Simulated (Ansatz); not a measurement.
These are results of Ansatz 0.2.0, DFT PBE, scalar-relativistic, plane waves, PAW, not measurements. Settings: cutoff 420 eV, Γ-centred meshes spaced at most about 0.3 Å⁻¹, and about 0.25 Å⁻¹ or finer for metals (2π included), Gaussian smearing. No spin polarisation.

Each guess is relaxed in cell and atoms at zero pressure, on a coarse mesh first where it starts far from rest and then on a converged one. The steps can't lower the symmetry of the start, but it can rise. Energies are static (0 K, no zero-point motion).

This guess for Si₂Mo isn't its lowest structure:

Space group P6/mmm (No. 191). a = 3.804 Å, b = 3.804 Å, c = 8.621 Å, α = 90.00°, β = 90.00°, γ = 120.00°
| atom | site | symmetry | x | y | z |
| --- | --- | --- | --- | --- | --- |
| Si | 3f | mmm | 0.5000 | 0.0000 | 0.0000 |
| Si | 1a | 6/mmm | 0.0000 | 0.0000 | 0.0000 |
| Mo | 2d | -6m2 | 0.3333 | 0.6667 | 0.5000 |

Task: Where does the relaxation end?

Result: P6/mmm at 18.0 Å³/atom → P6/mmm at 16.2 Å³/atom. Conventional cell: a = 5.256 Å, c = 4.076 Å. Si on a site of symmetry mmm is surrounded by 4 Mo at 2.54 Å and 6 Si at 2.63 Å; around Si on a site of symmetry 6/mmm lie 6 Si at 2.63 Å; around Mo lie 6 Si at 2.54 Å and 3 Mo at 3.03 Å.

Space group P6/mmm (No. 191). a = 5.256 Å, b = 5.256 Å, c = 4.076 Å, α = 90.00°, β = 90.00°, γ = 120.00°
```csv
atom,site,symmetry,x,y,z
Si,3f,mmm,0.5000,0.0000,0.0000
Si,1a,6/mmm,0.0000,0.0000,0.0000
Mo,2d,-6m2,0.3333,0.6667,0.5000
```

Task: How far does this end lie above the lowest form of Si₂Mo relaxed in the same way, and what is that form?

Result: It lies 0.79 eV/atom above the lowest of the 8 forms computed, a structure that the Crystallography Open Database (COD) lists. Space group I4/mmm (No. 139), tetragonal, a = 3.217 Å, c = 7.873 Å. Si has 5 Si at 2.60–2.64 Å, 5 Mo at 2.62–2.64 Å and 4 Si at 3.22 Å; Mo has 10 Si at 2.62–2.64 Å and 4 Mo at 3.22 Å. That form has 13.6 Å³/atom and no gap on its mesh, nor has the guess's end. Counting Si atoms around Mo (those within 1.25 times the shortest such distance or 1.15 times the sum of covalent radii), the guess's end has Mo 6 and the lowest form has Mo 10.

Some types were kept out of the candidates beforehand, so the set may lack a known form.
